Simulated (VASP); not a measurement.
# GaN (P6_3mc) in VASP: settings compared

The runs below take GaN through single point, relaxation of cell and atoms, with PBE, RPBE, revPBE.

Program: VASP 6.6.1. These are calculated values, not measurements. Logs are shortened: lines on timing, memory, paths and dates and some standing lists are left out, and cuts for length are marked.

**What was measured.**

“Studying electronic properties in GaN without electrical contacts using γ-γ vs e−-γ Perturbed Angular Correlations”, 2019, pmc:6823545 quotes, for a bulk crystal of GaN: band gap 3.503 ± 0.005 eV (direct).

The runs below are set against these values where they give the same quantity.

### 1 The crystal as given

It takes space group P6_3mc (No. 186, hexagonal). Conventional cell: a = 3.180 Å, b = 3.180 Å, c = 5.166 Å, α = 90.00°, β = 90.00°, γ = 120.00°. Ga (site symmetry 3m) is surrounded by 4 N at 1.94 to 1.95 Å. N (site symmetry 3m) has 4 Ga at 1.94 to 1.95 Å as nearest neighbours.

### 2 Single point, PBE

INCAR

```
SYSTEM = GaN
ALGO = Normal
EDIFF = 1E-6
ENCUT = 520
GGA = PE
ISIF = 2
ISMEAR = 0
LASPH = .True.
LCHARG = .True.
LELF = .True.
LREAL = .False.
LVHAR = .True.
LWAVE = .False.
NELM = 80
PREC = Accurate
SIGMA = 0.011
```

KPOINTS

```
k-points
0
Gamma
  10 10 5
  0 0 0
```

POSCAR

```
GaN
1.0
    3.1800000000      0.0000000000      0.0000000000
   -1.5900000000      2.7539607840      0.0000000000
    0.0000000000      0.0000000000      5.1660000000
Ga N
2 2
Direct
    0.6666666667      0.3333333333      0.5000000000
    0.3333333333      0.6666666667      0.0000000000
    0.6666666667      0.3333333333      0.8750000000
    0.3333333333      0.6666666667      0.3750000000
```

Potentials or basis: VASP PAW PBE potentials, release 64 (Ga_d, N).

Launch:

```console
$ cat potpaw_PBE.64/Ga_d/POTCAR potpaw_PBE.64/N/POTCAR > POTCAR
$ mpirun -np 1 vasp_std > vasp.out
```

OUTCAR:

```text
SYSTEM = GaN
   EDIFF = 1E-6
   ENCUT = 520
   GGA = PE
   ISIF = 2
   ISMEAR = 0
   LASPH = .True.
   LREAL = .False.
   NELM = 80
   PREC = Accurate

 ion  position               nearest neighbor table
   1  0.667  0.333  0.500-   3 1.94   4 1.95   4 1.95   4 1.95
   2  0.333  0.667  0.000-   4 1.94   3 1.95   3 1.95   3 1.95
   3  0.667  0.333  0.875-   1 1.94   2 1.95   2 1.95   2 1.95
   4  0.333  0.667  0.375-   2 1.94   1 1.95   1 1.95   1 1.95

  LATTYP: Found a hexagonal cell.
 ALAT       =     3.1800000000
 C/A-ratio  =     1.6245283019

  Lattice vectors:

 A1 = (   3.1800000000,   0.0000000000,   0.0000000000)
 A2 = (  -1.5900000000,   2.7539607840,   0.0000000000)
 A3 = (   0.0000000000,   0.0000000000,   5.1660000000)

Analysis of symmetry for initial positions (statically):
=====================================================================
 Subroutine PRICEL returns:
 Original cell was already a primitive cell.

 Routine SETGRP: Setting up the symmetry group for a
 hexagonal supercell.

 Subroutine GETGRP returns: Found 12 space group operations
 (whereof  6 operations were pure point group operations)
 out of a pool of 24 trial point group operations.

The static configuration has the point symmetry C_3v.
 The point group associated with its full space group is C_6v.

Analysis of symmetry for dynamics (positions and initial velocities):
=====================================================================
 Subroutine PRICEL returns:
 Original cell was already a primitive cell.

 Routine SETGRP: Setting up the symmetry group for a
 hexagonal supercell.

 Subroutine GETGRP returns: Found 12 space group operations
 (whereof  6 operations were pure point group operations)
 out of a pool of 24 trial point group operations.

The dynamic configuration has the point symmetry C_3v.
 The point group associated with its full space group is C_6v.

 Subroutine INISYM returns: Found 12 space group operations
 (whereof  6 operations are pure point group operations),
 and found     1 'primitive' translations

----------------------------------------------------------------------------------------

                                     Primitive cell

  volume of cell :      45.2417

  direct lattice vectors                    reciprocal lattice vectors
     3.180000000  0.000000000  0.000000000     0.314465409  0.181556688  0.000000000
    -1.590000000  2.753960784  0.000000000     0.000000000  0.363113377  0.000000000
     0.000000000  0.000000000  5.166000000     0.000000000  0.000000000  0.193573364

  length of vectors
     3.180000000  3.180000000  5.166000000     0.363113377  0.363113377  0.193573364

  position of ions in fractional coordinates (direct lattice)
     0.666666667  0.333333333  0.500000000
     0.333333333  0.666666667  0.000000000
     0.666666667  0.333333333  0.875000000
     0.333333333  0.666666667  0.375000000

  ion indices of the primitive-cell ions
   primitive index   ion index
                 1           1
                 2           2
                 3           3
                 4           4

----------------------------------------------------------------------------------------

 KPOINTS: k-points

Automatic generation of k-mesh.
 Grid dimensions read from file:
 generate k-points for:   10   10    5

 Generating k-lattice:

  Cartesian coordinates                     Fractional coordinates (reciprocal lattice)
     0.031446541  0.018155669  0.000000000     0.100000000 -0.000000000  0.000000000
     0.000000000  0.036311338  0.000000000     0.000000000  0.100000000  0.000000000
     0.000000000  0.000000000  0.038714673     0.000000000  0.000000000  0.200000000

  Length of vectors
     0.036311338  0.036311338  0.038714673

  Shift w.r.t. Gamma in fractional coordinates (k-lattice)
     0.000000000  0.000000000  0.000000000

 Subroutine IBZKPT returns following result:
 ===========================================

 Found     42 irreducible k-points:

 Following reciprocal coordinates:
            Coordinates               Weight
  0.000000  0.000000  0.000000      1.000000
  0.100000  0.000000  0.000000      6.000000
  0.200000  0.000000  0.000000      6.000000
  0.300000  0.000000  0.000000      6.000000
  0.400000 -0.000000  0.000000      6.000000
  0.500000  0.000000  0.000000      3.000000
[... 34 lines left out ...]
  0.400000  0.200000  0.400000     12.000000
  0.300000  0.300000  0.400000     12.000000
   k-points           NKPTS =     42   k-points in BZ     NKDIM =     42   number of bands    NBANDS=     22
   number of dos      NEDOS =    301   number of ions     NIONS =      4
   total plane-waves  NPLWV =  23040
   dimension x,y,z NGX =    24 NGY =   24 NGZ =   40
   dimension x,y,z NGXF=    48 NGYF=   48 NGZF=   80
   ions per type =               2   2
   NGX,Y,Z   is equivalent  to a cutoff of  12.55, 12.55, 12.87 a.u.
   NGXF,Y,Z  is equivalent  to a cutoff of  25.09, 25.09, 25.74 a.u.
 SYSTEM =  GaN
   PREC   = accura    normal or accurate (medium, high low for compatibility)
   ISTART =      0    job   : 0-new  1-cont  2-samecut
   ICHARG =      2    charge: 1-file 2-atom 10-const
   ISPIN  =      1    spin polarized calculation?
   LNONCOLLINEAR =      F non collinear calculations
   LSORBIT =      F    spin-orbit coupling
   LASPH  =      T    aspherical Exc in radial PAW
   ENCUT  =  520.0 eV  38.22 Ry    6.18 a.u.   5.91  5.91  9.61*2*pi/ulx,y,z
   NELM   =     80;   NELMIN=  2; NELMDL= -5     # of ELM steps
   EDIFF  = 0.1E-05   stopping-criterion for ELM
   LREAL  =      F    real-space projection
   EDIFFG = 0.1E-04   stopping-criterion for IOM
   NSW    =      0    number of steps for IOM
   IBRION =     -1    ionic relax: 0-MD 1-quasi-New 2-CG
   NFREE  =      0    steps in history (QN), initial steepest desc. (CG)
   ISIF   =      2    stress and relaxation
   ISYM   =      2    0-nonsym 1-usesym 2-fastsym
   POTIM  = 0.5000    time-step for ionic-motion
   TEBEG  =    0.0;   TEEND  =   0.0 temperature during run
   PSTRESS=    0.0 pullay stress
   NELECT =      36.0000    total number of electrons
   NUPDOWN=      -1.0000    fix difference up-down
   EMIN   =  10.00;   EMAX   =-10.00  energy-range for DOS
   EFERMI =   0.00;   METHOD = LEGACY
   ISMEAR =     0;   SIGMA  =   0.01  broadening in eV -4-tet -1-fermi 0-gaus
   EFERMI_NEDOS =   21; number of points for ismear=-14 and -15
   IALGO  =     38    algorithm
   IMIX   =      4    mixing-type and parameters
     AMIX     =   0.40;   BMIX     =  1.00
     AMIX_MAG =   1.60;   BMIX_MAG =  1.00
  volume/ion in A,a.u.               =      11.31        76.33
  Fermi-wavevector in a.u.,A,eV,Ry     =   1.517036  2.866782 31.312427  2.301398
  Thomas-Fermi vector in A             =   2.626345
   LORBIT       =      0    0 simple, 1 ext, 2 COOP (PROOUT), +10 PAW based schemes
   GGA     = PE    functional components
   LHFCALC =     F    Hartree Fock is set to
   AEXX    =    0.0000 exact exchange contribution
   IVDW    =     0    specifies the selected vdW correction
   LEPSILON=     F    determine dielectric tensor
   LRPA    =     F    only Hartree local field effects (RPA)
 non-spin polarized calculation
 Gauss-broadening in eV      SIGMA  =   0.01
  energy-cutoff  :      520.00
  volume of cell :       45.24
 maximum number of plane-waves:      1236
 NGX is ok and might be reduce to    24
   NGX = 11   NGY = 11   NGZ = 19

 number of electron      36.0000002 magnetization

 Free energy of the ion-electron system (eV)
  ---------------------------------------------------
  ext. energy  EPLUGINS =         0.00000000
  ---------------------------------------------------
  free energy    TOTEN  =       -24.28500365 eV

  energy without entropy =      -24.28500365  energy(sigma->0) =      -24.28500365

 E-fermi :   5.5440     XC(G=0): -11.7223

 val. band max:        5.4320647845   @ k =   0.0000   0.0000   0.0000
 cond. band min:       7.4048543592   @ k =   0.0000   0.0000   0.0000
 fundamental gap:      1.9727895747
 Fermi energy:         5.5439648371

 k-point     1 :       0.0000    0.0000    0.0000
  band No.  band energies     occupation
      1     -10.6380      2.00000
      2      -9.6780      2.00000
      3      -8.0238      2.00000
      4      -8.0024      2.00000
      5      -8.0024      2.00000
      6      -7.9378      2.00000
[... 14 lines left out ...]
     21      14.6901      0.00000
     22      15.3550      0.00000

 k-point     2 :       0.1000    0.0000    0.0000
  band No.  band energies     occupation
      1     -10.5389      2.00000
      2      -9.6527      2.00000
      3      -8.0113      2.00000
      4      -7.9881      2.00000
      5      -7.9734      2.00000
      6      -7.9264      2.00000
[... 14 lines left out ...]
     21      14.3639      0.00000
     22      14.7495      0.00000

 k-point     3 :       0.2000    0.0000    0.0000
  band No.  band energies     occupation
      1     -10.2805      2.00000
      2      -9.5958      2.00000
      3      -7.9786      2.00000
      4      -7.9570      2.00000
      5      -7.9064      2.00000
      6      -7.8659      2.00000
[... 14 lines left out ...]
     21      13.2700      0.00000
     22      14.2198      0.00000
[... 876 lines left out ...]
 k-point    39 :       0.2000    0.2000    0.4000
  band No.  band energies     occupation
      1      -9.6731      2.00000
      2      -9.5739      2.00000
      3      -7.9207      2.00000
      4      -7.9090      2.00000
      5      -7.8779      2.00000
      6      -7.8556      2.00000
[... 14 lines left out ...]
     21      13.3004      0.00000
     22      13.3443      0.00000

 k-point    40 :       0.3000    0.2000    0.4000
  band No.  band energies     occupation
      1      -9.5767      2.00000
      2      -9.5246      2.00000
      3      -7.9189      2.00000
      4      -7.9043      2.00000
      5      -7.8744      2.00000
      6      -7.8234      2.00000
[... 14 lines left out ...]
     21      13.2456      0.00000
     22      13.7576      0.00000

 [... further k-points ...]

------------------------ aborting loop because EDIFF is reached ----------------------------------------

  FORCE on cell =-STRESS in cart. coord.  units (eV):
  Direction    XX          YY          ZZ          XY          YZ          ZX
  --------------------------------------------------------------------------------------
  -------------------------------------------------------------------------------------
  Total        1.8604685      1.8604685      2.4735200      0.0000000      0.0000000      0.0000000
  in kB       65.8860740     65.8860740     87.5964975      0.0000000      0.0000000      0.0000000
  external PRESSURE =      73.1228818 kB  Pullay stress =       0.0000000 kB

 VOLUME and BASIS-vectors are now :
 -----------------------------------------------------------------------------
  energy-cutoff  :      520.00
  volume of cell :       45.24
      direct lattice vectors                 reciprocal lattice vectors
     3.180000000  0.000000000  0.000000000     0.314465409  0.181556688  0.000000000
    -1.590000000  2.753960784  0.000000000     0.000000000  0.363113377  0.000000000
     0.000000000  0.000000000  5.166000000     0.000000000  0.000000000  0.193573364

 POSITION                                       TOTAL-FORCE (eV/Angst)
 -----------------------------------------------------------------------------------
      1.59000      0.91799      2.58300         0.000000     -0.000000     -0.134563
     -0.00000      1.83597      0.00000         0.000000      0.000000     -0.134563
      1.59000      0.91799      4.52025        -0.000000      0.000000      0.134563
     -0.00000      1.83597      1.93725         0.000000     -0.000000      0.134563
 -----------------------------------------------------------------------------------
    total drift:                               -0.000001     -0.000001     -0.000165

  FREE ENERGIE OF THE ION-ELECTRON SYSTEM (eV)
  ---------------------------------------------------
  free  energy   TOTEN  =       -24.2850036509 eV

  energy  without entropy=      -24.2850036509  energy(sigma->0) =      -24.28500365
```

Wall time 18 s (1 thread of AMD EPYC 9R45 (Zen 5), shared host); peak memory 0.14 GiB.

Results:

```yaml
Free_energy: -24.2850 eV
Pressure: 7.3 GPa
Largest_force: 0.135 eV/Å
Band_gap_on_the_k_mesh: 1.97 eV, direct
```

Forces in eV/Å, atoms in the order of the input:
```
Ga   0.000  0.000 -0.135
Ga   0.000  0.000 -0.135
N    0.000  0.000  0.135
N    0.000  0.000  0.135
```

Stress tensor (GPa, compression positive):
```
6.59 0.00 0.00
0.00 6.59 0.00
0.00 0.00 8.76
```

Levels at points of the mesh, in eV from the valence-band top:
```
           k point  band 16  band 17  band 18  band 19  band 20  band 21
(0.00, 0.00, 0.00)    -0.06     0.00     0.00     1.97     4.30     9.26
(0.50, 0.00, 0.00)    -2.78    -2.26    -0.99     5.08     5.61     6.08
```

(Continued in part 2 of 2.)
